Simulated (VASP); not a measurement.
## Cl: single point with r2SCAN

Cl:

```
Cl
1.0
    -1.98516    1.98516    1.98516
     1.98516   -1.98516    1.98516
     1.98516    1.98516   -1.98516
Cl
1
Direct
  0.00000 0.00000 0.00000
```

The cell was built by a generator and needn't be a form met in nature.

```json
{
 "Program": "VASP 6.6.1",
 "Task": "single point",
 "Functional": "r2SCAN",
 "Potentials or basis": "VASP PAW PBE potentials, release 64 (Cl)",
 "Cutoff": "520 eV",
 "k mesh": "6 × 6 × 6",
 "Occupations": "gaussian, width 0.1 eV",
 "Spin": "no spin polarisation",
 "Dipole correction": "no",
 "Further INCAR settings": "ALGO = Normal; EDIFF = 1e-06; NBANDS = 10"
}
```

- Pressure: -5.5 GPa
- Band gap on the k mesh: none (metal or under the smearing width)

Levels at points of the mesh, in eV from the Fermi level:
```tsv
k point	band 2	band 3	band 4	band 5	band 6	band 7
(0.00, 0.00, 0.00)	0.32	0.32	0.32	8.76	14.87	14.87
(0.50, 0.00, 0.00)	-2.37	-0.42	0.23	10.21	12.53	15.24
(0.50, 0.50, 0.50)	-1.34	-1.34	-1.34	9.81	9.81	19.75
```

Run time: 18 s on 1 thread of Intel(R) Xeon(R) Platinum 8488C (Sapphire Rapids), on a shared host, peak memory 0.14 GiB.

Caveat: the k mesh is coarse (spacing up to 0.37 Å⁻¹), so the values aren't converged; the PAW data sets were made with another functional, which shifts forces and pressure a little; an odd number of electrons without spin polarisation forces a metal; a magnetic or distorted state may lie lower.
